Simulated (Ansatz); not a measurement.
Runs of Ansatz 0.2.0 on HfO2. Symmetry: Fm-3m, No. 225, cubic system. Conventional cell: a = 5.115 Å, b = 5.115 Å, c = 5.115 Å, α = 90.00°, β = 90.00°, γ = 90.00°. Hf (site symmetry m-3m) has 8 O at 2.21 Å as nearest neighbours. O (site symmetry -43m) is surrounded by 4 Hf at 2.21 Å. Measurements of this composition are mostly on another form, of space group No. 14.

```csv
task,level,spin,cell,k mesh,cutoff (eV),points for each segment of the path,gap on the mesh (eV),pressure (GPa),relaxed volume (Å³/atom)
band structure,r2SCAN,off,as given,9 × 9 × 9,500,14,4.32,-8.4,-
band structure,BLYP,off,as given,9 × 9 × 9,420,14,(a),4.0,-
relaxation of cell and atoms,BLYP,off,relaxed,9 × 9 × 9,420,-,3.85,0.0,(b)
relaxation of cell and atoms,revPBE,off,relaxed,9 × 9 × 9,420,-,3.90,0.0,(c)
band structure,revPBE,off,as given,9 × 9 × 9,420,14,3.91,1.2,-
band structure,r2SCAN,"SOC, no magnetisation",as given,7 × 7 × 7,500,14,4.40,-8.7,-
```

Alike in all rows: potentials or basis Ansatz PAW; smearing fermi-dirac 0.05 eV.

Fill in the values left out.

(a) 3.89; (b) 11.34; (c) 11.21.

Caveats: the PAW data sets come from PBE, with cores solved anew for the run's functional, which leaves a small shift of forces and pressure; spin-orbit coupling is left out, which moves the levels of the heavy elements (some runs); the k mesh misses the band edges, so the gap on the mesh is wider than the one along the path (some runs); odd divisions of the mesh miss points on the zone boundary, where band edges often lie, so the gap on the mesh can be too wide (some runs); the plane-wave basis is chosen anew once the cell has moved, so the energies of steps on either side of that aren't comparable (some runs).

A k mesh can miss the band edges, and rows without SOC leave out spin-orbit coupling on Hf.

Runs at the PBE level aren't shown here.
